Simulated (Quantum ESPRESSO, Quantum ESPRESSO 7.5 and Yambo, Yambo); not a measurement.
# BaS (Fm-3m): G0W0 with Yambo, start to end

How does a plane-wave GW calculation on BaS (Fm-3m) run from the first input to the gap?

Main program and level: Quantum ESPRESSO 7.5 and Yambo 5.3.0; PBE and many-body steps on it, plane waves.

This is a report of a sequence of runs, with most program output left out.

## (1) Set-up

The structure is cubic, space group Fm-3m (No. 225). The conventional cell has a = 6.388 Å, b = 6.388 Å, c = 6.388 Å, α = 90.00°, β = 90.00°, γ = 90.00°. Nearest to Ba lie 6 S at 3.19 Å. S has 6 Ba at 3.19 Å nearest. Farther neighbours and most contacts between anions are not listed.

The cell and positions come from the Crystallography Open Database and are kept as given unless a step says otherwise. Spin-orbit coupling is left out unless a step names it.

## (2) Ground state

This step: Quantum ESPRESSO 7.5; DFT, PBE, plane waves, norm-conserving pseudopotentials.

The ground-state density comes first.

pw.in

```
&control
  calculation = 'scf'
  prefix = 'x'
  outdir = 'o'
  pseudo_dir = 'pseudo'
/
&system
  ibrav = 0
  nat = 2
  ntyp = 2
  ecutwfc = 40.0
  nbnd = 13
  force_symmorphic = .true.
/
&electrons
  conv_thr = 1e-10
  electron_maxstep = 80
  mixing_beta = 0.5
/
ATOMIC_SPECIES
  Ba 137.33 Ba.upf
  S 32.06 S.upf
CELL_PARAMETERS angstrom
  0.0000000000 3.1937500000 3.1937500000
  3.1937500000 0.0000000000 3.1937500000
  3.1937500000 3.1937500000 0.0000000000
ATOMIC_POSITIONS crystal
  Ba 0.0000000000 0.0000000000 0.0000000000
  S 0.5000000000 0.5000000000 0.5000000000
K_POINTS automatic
  6 6 6 0 0 0
```

The run is started by

```console
$ OMP_NUM_THREADS=1 mpirun -n 4 pw.x -nk 4 -in pw.in > pw.out
```

Wall time 3 s (4 MPI ranks of Arm Neoverse V1, shared host); peak memory 0.2 GiB.

This step gave:

| Quantity | Value |
| --- | --- |
| total energy | -1068.8975 eV |
| gap | 2.146 eV |
| k of the valence top | 0, 0, 0 |
| k of the conduction bottom | 0, -0.5, -0.5 |
| least direct gap | 2.272 eV |

The gap is indirect, with the least direct gap 0.13 eV higher.

## (3) Bands along the symmetry lines

The cheap functional maps the bands first; the places of the edges decide which points the dearer methods must see.

pw.in

```
&control
  calculation = 'bands'
  prefix = 'x'
  outdir = 'o'
  pseudo_dir = 'pseudo'
/
&system
  ibrav = 0
  nat = 2
  ntyp = 2
  ecutwfc = 40.0
  nbnd = 14
  force_symmorphic = .true.
/
&electrons
  conv_thr = 1e-9
  electron_maxstep = 80
  diago_full_acc = .true.
  diago_thr_init = 5e-6
/
ATOMIC_SPECIES
  Ba 137.33 Ba.upf
  S 32.06 S.upf
CELL_PARAMETERS angstrom
  0.0000000000 3.1937500000 3.1937500000
  3.1937500000 0.0000000000 3.1937500000
  3.1937500000 3.1937500000 0.0000000000
ATOMIC_POSITIONS crystal
  Ba 0.0000000000 0.0000000000 0.0000000000
  S 0.5000000000 0.5000000000 0.5000000000
K_POINTS crystal
  50
  0.00000000 0.00000000 0.00000000 1
  0.06250000 0.00000000 0.06250000 1
  0.12500000 0.00000000 0.12500000 1
  0.18750000 0.00000000 0.18750000 1
  0.25000000 0.00000000 0.25000000 1
  0.31250000 0.00000000 0.31250000 1
  0.37500000 0.00000000 0.37500000 1
  0.43750000 0.00000000 0.43750000 1
  0.50000000 0.00000000 0.50000000 1
  0.51562500 0.03125000 0.51562500 1
  0.53125000 0.06250000 0.53125000 1
  0.54687500 0.09375000 0.54687500 1
  0.56250000 0.12500000 0.56250000 1
  0.57812500 0.15625000 0.57812500 1
  0.59375000 0.18750000 0.59375000 1
  0.60937500 0.21875000 0.60937500 1
  0.62500000 0.25000000 0.62500000 1
  0.37500000 0.37500000 0.75000000 1
  0.32812500 0.32812500 0.65625000 1
  0.28125000 0.28125000 0.56250000 1
  0.23437500 0.23437500 0.46875000 1
  0.18750000 0.18750000 0.37500000 1
  0.14062500 0.14062500 0.28125000 1
  0.09375000 0.09375000 0.18750000 1
  0.04687500 0.04687500 0.09375000 1
  0.00000000 0.00000000 0.00000000 1
  0.06250000 0.06250000 0.06250000 1
  0.12500000 0.12500000 0.12500000 1
  0.18750000 0.18750000 0.18750000 1
  0.25000000 0.25000000 0.25000000 1
  0.31250000 0.31250000 0.31250000 1
  0.37500000 0.37500000 0.37500000 1
  0.43750000 0.43750000 0.43750000 1
  0.50000000 0.50000000 0.50000000 1
  0.50000000 0.46875000 0.53125000 1
  0.50000000 0.43750000 0.56250000 1
  0.50000000 0.40625000 0.59375000 1
  0.50000000 0.37500000 0.62500000 1
  0.50000000 0.34375000 0.65625000 1
  0.50000000 0.31250000 0.68750000 1
  0.50000000 0.28125000 0.71875000 1
  0.50000000 0.25000000 0.75000000 1
  0.50000000 0.21875000 0.71875000 1
  0.50000000 0.18750000 0.68750000 1
  0.50000000 0.15625000 0.65625000 1
  0.50000000 0.12500000 0.62500000 1
  0.50000000 0.09375000 0.59375000 1
  0.50000000 0.06250000 0.56250000 1
  0.50000000 0.03125000 0.53125000 1
  0.50000000 0.00000000 0.50000000 1
```

Run time: 2.9 s. Hardware: 4 MPI ranks; peak memory 0.19 GiB; 11 s of CPU time.

This step gave:

```
gap                        : 2.146 eV
k of the valence top       : 0, 0, 0
k of the conduction bottom : 0.5, 0, 0.5
least direct gap           : 2.272 eV
```

The gap is 2.146 eV, as in the run before at this level.

Electronic bands along the path, in eV, zero at the top of the highest filled band; v1 is the highest filled band, c1 the lowest empty one:

```csv
point,v4,v3,v2,v1,c1,c2,c3,c4
Γ,-10.33,0.00,0.00,0.00,3.63,3.91,3.91,3.91
halfway,-9.73,-1.27,-0.16,-0.16,2.83,4.73,5.32,5.76
X,-10.24,-0.50,-0.13,-0.13,2.15,5.97,6.06,7.53
halfway,-10.07,-0.50,-0.40,-0.27,2.48,6.33,6.36,6.88
U,-9.74,-0.92,-0.59,-0.51,3.32,5.97,6.63,6.78
jump to K,-9.74,-0.92,-0.59,-0.51,3.32,5.97,6.63,6.78
halfway,-9.47,-1.38,-0.86,-0.32,4.09,4.74,5.02,5.91
Γ,-10.33,0.00,0.00,0.00,3.63,3.91,3.91,3.91
halfway,-9.56,-1.13,-0.61,-0.61,4.12,4.78,4.78,5.41
L,-9.10,-1.90,-1.06,-1.06,5.58,5.67,6.35,6.35
halfway,-9.40,-1.45,-0.84,-0.76,4.70,4.89,6.69,6.91
W,-9.70,-1.10,-0.47,-0.47,4.30,4.30,6.33,6.90
halfway,-9.95,-0.65,-0.51,-0.29,2.79,6.13,6.18,6.91
X,-10.24,-0.50,-0.13,-0.13,2.15,5.97,6.06,7.53
```

## (4) Empty states on the mesh, 4×4×4 mesh, 155 bands

The sums over transitions need many empty states on a uniform mesh; this step solves for them.

pw.in

```
&control
  calculation = 'nscf'
  prefix = 'x'
  outdir = 'o'
  pseudo_dir = 'pseudo'
/
&system
  ibrav = 0
  nat = 2
  ntyp = 2
  ecutwfc = 40.0
  nbnd = 155
  force_symmorphic = .true.
/
&electrons
  conv_thr = 1e-9
  electron_maxstep = 80
  diago_full_acc = .true.
  diago_thr_init = 5e-6
/
ATOMIC_SPECIES
  Ba 137.33 Ba.upf
  S 32.06 S.upf
CELL_PARAMETERS angstrom
  0.0000000000 3.1937500000 3.1937500000
  3.1937500000 0.0000000000 3.1937500000
  3.1937500000 3.1937500000 0.0000000000
ATOMIC_POSITIONS crystal
  Ba 0.0000000000 0.0000000000 0.0000000000
  S 0.5000000000 0.5000000000 0.5000000000
K_POINTS automatic
  4 4 4 0 0 0
```

Elapsed: 6.9 s, on 4 MPI ranks; peak memory 0.28 GiB; 27 s of CPU time.

This step gave:

```yaml
gap: 2.146 eV
k_of_the_valence_top: 0, 0, 0
k_of_the_conduction_bottom: 0, -0.5, -0.5
least_direct_gap: 2.272 eV
k_points_computed: 8
lowest_point_of_the_top_converged_band_above_the_valence_top: 89.8133 eV
```

On this mesh the gap is 2.146 eV.

## (5) Conversion and set-up

This step: Yambo 5.3.0; conversion and set-up on PBE, plane waves, norm-conserving pseudopotentials.

The states are converted to the many-body program's format and the q mesh is built.

The run is started by

```console
$ (cd o/x.save; p2y > p2y.log; mv SAVE ../..); yambo > setup.log
```

Run time: 2.1 s. Hardware: 1 MPI rank; peak memory 0.24 GiB.

## (6) Screening and self-energy, 4×4×4 mesh, 155 bands, screening to 163.3 eV

G0W0 replaces the xc potential by the self-energy, built once from these orbitals. Only a window of levels is corrected, while the sums run over the empty bands that the input names.

This step: G0W0 on PBE, plane waves, norm-conserving pseudopotentials.

gw1.in

```
HF_and_locXC
gw0
dyson
ppa
em1d
rim_cut
RandQpts= 1000000
RandGvec= 1 RL
EXXRLvcs= 40 Ry
VXCRLvcs= 160 Ry
Chimod= "HARTREE"
% BndsRnXp
 1 | 155 |
%
NGsBlkXp= 12 Ry
% LongDrXp
 1 | 1 | 1 |
%
% GbndRnge
 1 | 155 |
%
DysSolver= "n"
ExtendOut
PPAPntXp= 27.21138 eV
% QPkrange
 1 | 1 | 7 | 10 |
 7 | 7 | 7 | 10 |
%
```

The run is started by

```console
$ OMP_NUM_THREADS=1 mpirun -n 4 yambo -F gw1.in -J gw1 -C gw1 > gw1.log
```

Run time: 1.9 min. Hardware: 4 MPI ranks; peak memory 1.4 GiB; 7.7 min of CPU time.

Numbers from this step:

```
G0W0 gap on the points computed              : 3.560 eV
starting gap on the mesh                     : 2.146 eV
k of the valence top                         : 0, 0, 0
k of the conduction bottom                   : 0, -0.5, -0.5
least direct G0W0 gap on the computed points : 3.705 eV
Z at the valence top                         : 0.7901
Z at the conduction bottom                   : 0.8335
```

The gap on the mesh goes from 2.15 eV to 3.56 eV, a correction of +1.41 eV.

Limits: finite bands, cutoff and mesh; no spin-orbit coupling. v1 is the top filled band, c1 the lowest empty one. Levels before and after the correction, in eV, zero at the valence-band top of each column:

```csv
,conduction bottom,valence top
Kohn-Sham,2.15,0.00
G0W0,3.56,0.00
```

```csv
,level,energy (eV)
Kohn-Sham,Γ v2-v1,0.000
Kohn-Sham,Γ c1,3.626
Kohn-Sham,Γ c2,3.906
Kohn-Sham,(0 -0.5 -0.5) v2-v1,-0.126
Kohn-Sham,(0 -0.5 -0.5) c1,2.146
Kohn-Sham,(0 -0.5 -0.5) c2,5.968
G0W0,Γ v2-v1,0.000
G0W0,Γ c1,4.945
G0W0,Γ c2,5.546
G0W0,(0 -0.5 -0.5) v2-v1,-0.145
G0W0,(0 -0.5 -0.5) c1,3.560
G0W0,(0 -0.5 -0.5) c2,7.894
```

## (7) Where the time went

Times are wall times on the hardware named with each run, good to a factor of about two.

```csv
step,time,share,memory (GiB)
ground state,3 s,2 %,0.2
bands along the symmetry lines,2.9 s,2 %,0.19
empty states on the mesh,6.9 s,5 %,0.28
conversion and set-up,2.1 s,2 %,0.24
screening and self-energy,1.9 min,89 %,1.4
```

## (8) What came out

```json
{"PBE gap": "2.15 eV, indirect", "G0W0 gap on the mesh": "3.56 eV", "GW settings": "4×4×4 mesh, 155 bands, screening to 163.3 eV, Godby-Needs plasmon pole", "known limits": "not at the basis limit; no spin-orbit coupling"}
```

**Reading.** G0W0 moves the gap on the mesh from 2.15 eV to 3.56 eV (+1.41 eV), with Z of 0.79 and 0.83 at the edges. Only 2 of the mesh's irreducible points were corrected, so a valley elsewhere could overtake. The dearest step here is «screening and self-energy». Bands and cutoff are finite, so the gap is not at the basis limit. The miss can reach some tenths of an eV and take either sign; the mesh is an error of its own. In the G0W0 run levels were corrected at 2 k points alone, so a gap called «on the mesh» is the least over those, and an edge elsewhere would be missed. The many-body steps are scalar-relativistic: spin-orbit coupling is not in them.

[Paths, hosts, dates, memory and timing lines, banners, echoed tables and standing remarks are left out of the program output.]

[Logs are printed without paths, hosts, clocks, repeated set-up lines and the standing remarks that a program may print on its own settings, such as how far it seeks lower states.]

[Runs of the session that timed out or met a known fault of the program may be left out.]

[Hosts, paths, dates, database ids (printed as entryN), source tags and the programs' standing remarks are cut or masked in the printed files.]
